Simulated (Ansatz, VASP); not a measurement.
## Cu: VASP beside Ansatz

File INCAR:

```
ALGO     = Normal         # electronic algorithm
EDIFF    = 1E-7           # SCF threshold, eV
ENCUT    = 520            # plane-wave cutoff, eV
GGA      = CA             # functional
ISIF     = 2              # what is computed and relaxed
ISMEAR   = -1             # smearing method
LASPH    = True           # aspherical terms in the spheres
LCHARG   = False          # write CHGCAR
LREAL    = False          # projectors in reciprocal space
LWAVE    = False          # write WAVECAR
NBANDS   = 12             # bands
NELM     = 100            # most SCF steps
PREC     = Accurate       # precision mode
SIGMA    = 0.05           # smearing width, eV
```

KPOINTS

```
k-points
0
Gamma
  18 18 18
```

File POSCAR:

```
Cu
1.0
    0.0000000000      1.7234122172      1.7234122172
    1.7234122172      0.0000000000      1.7234122172
    1.7234122172      1.7234122172      0.0000000000
Cu
1
Direct
    0.0000000000      0.0000000000      0.0000000000
```

Input for Ansatz:

```yaml
crystal:
  lattice:
    - [0.0, 1.7234122172, 1.7234122172]
    - [1.7234122172, 0.0, 1.7234122172]
    - [1.7234122172, 1.7234122172, 0.0]
  atoms:
    - { symbol: Cu, position: [0.0, 0.0, 0.0] }
kpoints:
  mp_grid: { grid: [18, 18, 18] }
scf:
  occupations: { method: fermi_dirac, width: 0.05 }
hamiltonian:
  xc: lda
  pseudopotentials: { kind: all_electron, lapw: { basis_error: 0.001 } }
output:
  forces: true
  stress: true
  eigenvalues: true
  populations: true
```

Change from the starting cell: volume scaled by 0.94, LAPW.

Alike in both runs: task single point; functional LDA; k mesh 18 × 18 × 18; occupations fermi-dirac, width 0.05 eV; no spin polarisation.

```csv
,VASP,Ansatz
version,VASP 6.6.1,Ansatz 0.2.0
potentials or method,"VASP PAW LDA potentials, release 64 (Cu)","all-electron LAPW, scalar-relativistic"
plane-wave cutoff (eV),520,see its input
```

|  | VASP | Ansatz | Ansatz less VASP |
| --- | --- | --- | --- |
| pressure (GPa) | 14.5 | 13.5 | -0.92 |

Ansatz ran all-electron here, so the differences hold the error of VASP's frozen core and of both bases.
